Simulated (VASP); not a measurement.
## Mn: single point with revPBE+D4+U

Crystal: Mn.

```xyz
2
Lattice="3.0810 0.0000 0.0000 0.0000 3.0810 0.0000 0.0000 0.0000 3.0810" Properties=species:S:1:pos:R:3 pbc="T T T"
Mn    0.0000    0.0000    0.0000
Mn    1.5405    1.5405    1.5405
```

This isn't the form of Mn at room conditions, which is a 58-atom cubic cell.

| Property | Result |
| --- | --- |
| Program | VASP 6.6.1 |
| Task | single point |
| Functional | revPBE |
| Dispersion | D4 |
| Potentials or basis | VASP PAW PBE potentials, release 64 (Mn_pv) |
| Cutoff | 520 eV |
| k mesh | 9 × 9 × 9 |
| Occupations | gaussian, width 0.05 eV |
| Spin | collinear spin, ferrimagnetic start |
| Starting moments | [4.0, -2.0] μB |
| Hubbard terms | Mn d U = 6 eV, J = 0.5 eV |
| LDAUTYPE | 1 |
| Hund's J | 0.5 |
| Supercell matrix | [0, 1, 1, 1, 0, 1, 1, 1, 0] |
| Further INCAR settings | ALGO = Normal; EDIFF = 1.00e-07 |

```yaml
Pressure: 25.7 GPa
Band_gap_on_the_k_mesh: none (metal or under the smearing width)
Net_moment: 0.00 μB per cell
Site_moments: Mn +4.39, -4.39 μB
Valence_electrons_inside_the_program's_atomic_spheres: Mn 11.54
Dispersion_energy_per_atom: -0.477 eV
```

Levels at points of the mesh, in eV from the Fermi level:
Spin up:
```tsv
k point	band 10	band 11	band 12	band 13	band 14	band 15	band 16	band 17
(0.00, 0.00, 0.00)	-5.43	-5.43	-5.43	1.57	1.57	3.33	3.33	3.33
```
Spin down:
```tsv
k point	band 10	band 11	band 12	band 13	band 14	band 15	band 16	band 17
(0.00, 0.00, 0.00)	-5.43	-5.43	-5.43	1.57	1.57	3.33	3.33	3.33
```

Eigenvalues of the final occupation matrices:
```csv
site,spin,trace,eigenvalues
site 1 d,1,4.55,0.90 0.90 0.90 0.92 0.92
site 1 d,2,0.31,0.03 0.03 0.08 0.08 0.08
site 2 d,1,0.31,0.03 0.03 0.08 0.08 0.08
site 2 d,2,4.55,0.90 0.90 0.90 0.92 0.92
```

It took 25 s on 1 thread of Intel(R) Xeon(R) Platinum 8488C (Sapphire Rapids) (shared host), peak memory 0.16 GiB.

Caveat: the PAW data sets were made with another functional, which shifts forces and pressure a little; pairwise dispersion overbinds metals, which lowers pressure and volume; the U is typed as a test and isn't derived for this compound. The state reached can hang on the start; a lower one may exist.
